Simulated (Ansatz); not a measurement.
# Sb2Se3: from a first guess to the relaxed La2O3 type

First guess:

```
CELL_PARAMETERS angstrom
4.35613 0.00000 0.00000
-2.17807 3.77252 0.00000
0.00000 0.00000 6.79557
ATOMIC_POSITIONS crystal
Sb 0.33333 0.66667 0.24500
Sb 0.66667 0.33333 0.75500
Se 0.00000 0.00000 0.00000
Se 0.33333 0.66667 0.64500
Se 0.66667 0.33333 0.35500
```

Computed with DFT, PBE, PAW with Ansatz's default frozen-core files, scalar-relativistic (Ansatz 0.2.0).

Cell and atoms relax within the symmetry of the start on a 8×8×5 k mesh with 0.03 eV Fermi–Dirac smearing.

The start is built from a prototype, known or not as a phase of this compound; the cutoff is 420 eV.

Spin–orbit coupling is left out, though it moves levels of the heavy atoms by tenths of an eV or more.

Problem. What is the pressure of the first guess?

Solution. 19.61 GPa.

Problem. What does it relax to?

Solution. a = 4.069 Å, b = 4.069 Å, c = 10.535 Å, α = 90.00°, β = 90.00°, γ = 120.00° (conventional cell), 30.22 Å³ per atom:
```
CELL_PARAMETERS angstrom
4.06945 0.00000 0.00000
-2.03473 3.52425 0.00000
0.00000 0.00000 10.53480
ATOMIC_POSITIONS crystal
Sb 0.33333 0.66667 0.17995
Sb 0.66667 0.33333 0.82005
Se 0.00000 0.00000 0.00000
Se 0.33333 0.66667 0.67263
Se 0.66667 0.33333 0.32737
```

Problem. How much energy does the relaxation release?

Solution. 505 meV/atom.
